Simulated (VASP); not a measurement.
## A VASP 6.6.1 single-point calculation on MgH2

INCAR

```
IBRION = -1
SIGMA = 0.02
LWAVE = .FALSE.
ISMEAR = -1
NBANDS = 9
LREAL = .TRUE.
ISIF = 2
NELM = 83
LCHARG = .FALSE.
LASPH = .TRUE.
PREC = Accurate
NSW = 0
EDIFF = 1E-7
GGA = CA
ENCUT = 520
```

KPOINTS

```
KPOINTS created by Atomic Simulation Environment
0
Gamma
8 8 8
0 0 0
```

POSCAR

```
Mg H
 1.0000000000000000
    -0.0422000000000000    2.3799000000000001    2.3744000000000001
     2.3877999999999999   -0.0422000000000000    2.3744000000000001
     2.3405999999999998    2.3327000000000000    0.0050000000000000
 Mg  H
   1   2
Cartesian
  2.1959810200000001  4.4315441200000008  2.2260021999999999
  1.1995482799999999  1.1804872499999999  1.0632576800000000
  3.4327095399999998  3.6999031600000003  3.7649500400000000
```

The recommended LDA PAW datasets give the neutral cell 4 valence electrons.

Command

```
mpirun -np 1 vasp_std
```

OSZICAR

```
N       E                     dE             d eps       ncg     rms          rms(c)
DAV:   1    -0.332886286367E+01   -0.33289E+01   -0.16586E+03  4712   0.330E+02
DAV:   2    -0.928769194784E+01   -0.59588E+01   -0.55412E+01  6119   0.444E+01
DAV:   3    -0.943281762080E+01   -0.14513E+00   -0.14502E+00  5952   0.666E+00
DAV:   4    -0.943303903386E+01   -0.22141E-03   -0.22141E-03  6203   0.249E-01
DAV:   5    -0.943303957064E+01   -0.53679E-06   -0.53668E-06  5765   0.988E-03    0.506E+00
DAV:   6    -0.876493060777E+01    0.66811E+00   -0.54939E-01  4955   0.263E+00    0.251E+00
DAV:   7    -0.855261213104E+01    0.21232E+00   -0.67887E-01  5134   0.314E+00    0.509E-01
DAV:   8    -0.855637479707E+01   -0.37627E-02   -0.49306E-02  4945   0.829E-01    0.414E-01
DAV:   9    -0.855059559575E+01    0.57792E-02   -0.13431E-02  5040   0.395E-01    0.237E-02
DAV:  10    -0.855061171317E+01   -0.16117E-04   -0.38192E-04  5896   0.105E-01    0.184E-02
DAV:  11    -0.855060827849E+01    0.34347E-05   -0.15385E-05  5123   0.176E-02    0.338E-03
DAV:  12    -0.855060839219E+01   -0.11370E-06   -0.35368E-07  5879   0.298E-03    0.185E-03
DAV:  13    -0.855060833071E+01    0.61473E-07   -0.28552E-07  4266   0.195E-03
   1 F= -.85506083E+01 E0= -.85503548E+01  d E =-.506979E-03
```

Standard output (part)

```
POSCAR found type information on POSCAR MgH
 POSCAR found :  2 types and       3 ions
|     You have a (more or less) 'small supercell' and for smaller cells       |
|     it is recommended to use the reciprocal-space projection scheme!        |
|     The real-space optimization is not efficient for small cells and it     |
|     is also less accurate ...                                               |
|     Therefore, set LREAL=.FALSE. in the INCAR file.                         |
|     The real-space projection scheme for the treatment of the non-local     |
|     real-space optimization of all non-local projectors! BE WARNED that     |
|     a calculation using the real-space projection scheme together with      |
|     non-local projectors which were not real-space optimized (according     |
|     to the plane-wave cutoff used in this calculation) might give more      |
|     or less inaccurate results. I hope you know what you are doing.         |
 LDA part: xc-table for (Slater(with rela. corr.)+CA(PZ))
 , standard interpolation
 POSCAR, INCAR and KPOINTS ok, starting setup
 WAVECAR not read
 entering main loop
```

From OUTCAR

```
k-points           NKPTS =    260   k-points in BZ     NKDIM =    260   number of bands    NBANDS=      9

   NELECT =       4.0000    total number of electrons

   dimension x,y,z NGX =    28 NGY =   28 NGZ =   28
   dimension x,y,z NGXF=    56 NGYF=   56 NGZF=   56

  energy-cutoff  :      520.00
  volume of cell :       26.89
      direct lattice vectors                 reciprocal lattice vectors
    -0.042200000  2.379900000  2.374400000    -0.205973671  0.206219388  0.210801208
     2.387800000 -0.042200000  2.374400000     0.205523326 -0.206671201  0.210802677
     2.340600000  2.332700000  0.005000000     0.213859400  0.214556931 -0.211253021

 k-points in reciprocal lattice and weights: KPOINTS created by Atomic Simulation Env
   0.00000000  0.00000000  0.00000000       0.002
   0.12500000  0.00000000 -0.00000000       0.004
   0.25000000  0.00000000 -0.00000000       0.004
   0.37500000  0.00000000 -0.00000000       0.004
   0.50000000  0.00000000 -0.00000000       0.002
   0.00000000  0.12500000  0.00000000       0.004
   0.12500000  0.12500000 -0.00000000       0.004
   0.25000000  0.12500000 -0.00000000       0.004
   ...

 E-fermi :   2.8804

 k-point     1 :       0.0000    0.0000    0.0000
  band No.  band energies     occupation
      1      -7.2342      2.00000
      2       3.6908      0.00000
      3      11.1424      0.00000
      4      11.8145      0.00000
      5      12.8297      0.00000
      6      13.8782      0.00000
      7      14.2574      0.00000
      8      14.5291      0.00000
      9      16.2558      0.00000

 k-point     2 :       0.1250    0.0000   -0.0000
  band No.  band energies     occupation
      1      -6.9608      2.00000
      2       3.0992      0.00004
      3       9.8429      0.00000
      4      11.4171      0.00000
      5      12.3964      0.00000
      6      13.8279      0.00000
      7      14.9580      0.00000
      8      15.9397      0.00000
      9      16.2397      0.00000

 k-point     3 :       0.2500    0.0000   -0.0000
  band No.  band energies     occupation
      1      -6.1580      2.00000
      2       1.4809      2.00000
      3       8.4877      0.00000
      4      10.9831      0.00000
      5      11.7900      0.00000
      6      12.8087      0.00000
      7      14.3086      0.00000
      8      15.3511      0.00000
      9      17.1209      0.00000

 k-point     4 :       0.3750    0.0000   -0.0000
  band No.  band energies     occupation
      1      -4.9042      2.00000
      2      -0.5774      2.00000
      3       7.8881      0.00000
      4      10.6683      0.00000
      5      11.3373      0.00000
      6      12.3513      0.00000
      7      12.9031      0.00000
      8      13.9215      0.00000
      9      19.4419      0.00000

 k-point     5 :       0.5000    0.0000   -0.0000
  band No.  band energies     occupation
      1      -3.8239      2.00000
      2      -1.9763      2.00000
      3       7.7458      0.00000
      4      10.4199      0.00000
      5      11.4197      0.00000
      6      12.1589      0.00000
      7      12.5241      0.00000
      8      13.2043      0.00000
      9      21.5972      0.00000

 ...

  Total        1.2937767      0.5097963      1.0221137      1.2104475      0.5155013      0.9762813
  in kB       77.0818801     30.3731388     60.8964809     72.1172101     30.7130334     58.1658348
  external PRESSURE =      56.1171666 kB  Pullay stress =       0.0000000 kB

 POSITION                                       TOTAL-FORCE (eV/Angst)
 -----------------------------------------------------------------------------------
      2.19598      4.43154      2.22600         2.074416      1.622446      1.014136
      1.19955      1.18049      1.06326        -0.503872     -0.230905      0.728121
      3.43271      3.69990      3.76495        -1.570544     -1.391541     -1.742257
 -----------------------------------------------------------------------------------
    total drift:                                0.116630      0.061227      0.137014

  FREE ENERGIE OF THE ION-ELECTRON SYSTEM (eV)
  ---------------------------------------------------
  free  energy   TOTEN  =        -8.5506083307 eV

  energy  without entropy=       -8.5501013521  energy(sigma->0) =       -8.55035484
```

It converged. Results: gap between bands v and c on the k mesh -1.36 eV (bands overlap: a metal); least direct gap on the k mesh 1.74 eV; pressure 5.6 GPa; largest force 2.82 eV/Å. Band v is the last that the valence electrons fill when counted band by band, and c is the next.

These settings aren't sound, so the numbers aren't properties of the crystal.

On sound settings LDA gives a gap of -1.36 eV on its mesh and a pressure of 4.7 GPa for the intended cell.

The run took about 1.8 min on one core of a shared host (Intel Xeon Platinum 8488C) and held 0.17 GiB at most.
